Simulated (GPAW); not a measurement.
Runs of GPAW 26.7.0 on TiAl. The structure is cubic, space group Pm-3m (No. 221). The conventional cell has a = 3.179 Å, b = 3.179 Å, c = 3.179 Å, α = 90.00°, β = 90.00°, γ = 90.00°. Ti (site symmetry m-3m) is surrounded by 8 Al at 2.75 Å. Al (site symmetry m-3m) is surrounded by 8 Ti at 2.75 Å. The cell comes from a database or a generator and needn't be the stable form of this composition.

| task | level | potentials or basis | spin | U | cell | k mesh | U projector left unscaled | band path | band points | k mesh for the DOS | dos width | mesh quality | pressure (GPa) | moment (μB) |
| --- | --- | --- | --- | --- | --- | --- | --- | --- | --- | --- | --- | --- | --- | --- |
| band structure | BP86 | PAW data sets generated in the run's folder for this functional, pw | collinear, random start | - | volume scaled by 1.15 | 8 × 8 × 8 | - | GXMGRX,MR | 60 | - | - | not flagged | -11.2 | 0.35 |
| band structure | BLYP+D3M(BJ)+U | PAW data sets generated in the run's folder for this functional, pw | collinear, ferromagnetic start | Ti d U = 3 eV | as given | 8 × 8 × 8 | no | GXMGRX,MR | 100 | - | - | not flagged | -4.9 | (a) |
| density of states | r4SCAN | GPAW PAW data sets (gpaw-data 1.2.1), pw | collinear, ferromagnetic start | - | cell strained at random at fixed volume | 4 × 4 × 5 | - | - | - | 6 × 6 × 7 | 0.2 eV | coarse | 0.1 | 0.64 |
| band structure | r2SCAN+U | GPAW PAW data sets (gpaw-data 1.2.1), pw | off | Ti d U = 3.5 eV | as given | 8 × 8 × 8 | no | GXMGRX,MR | 80 | - | - | not flagged | 2.2 | - |

Alike in all rows: cutoff (eV) 600; smearing fermi-dirac 0.05 eV.

Question: Estimate the missing entries.

Answer: (a) 0.44.

Caveats: some runs use coarse meshes; the U is typed as a test and isn't derived for this compound (some runs); the PAW data sets were made with another functional, which shifts forces and pressure a little (some runs); pairwise dispersion overbinds metals, which lowers pressure and volume (some runs); U without spin polarisation on a metal has little footing (some runs).

Runs at the PBE level aren't shown here.
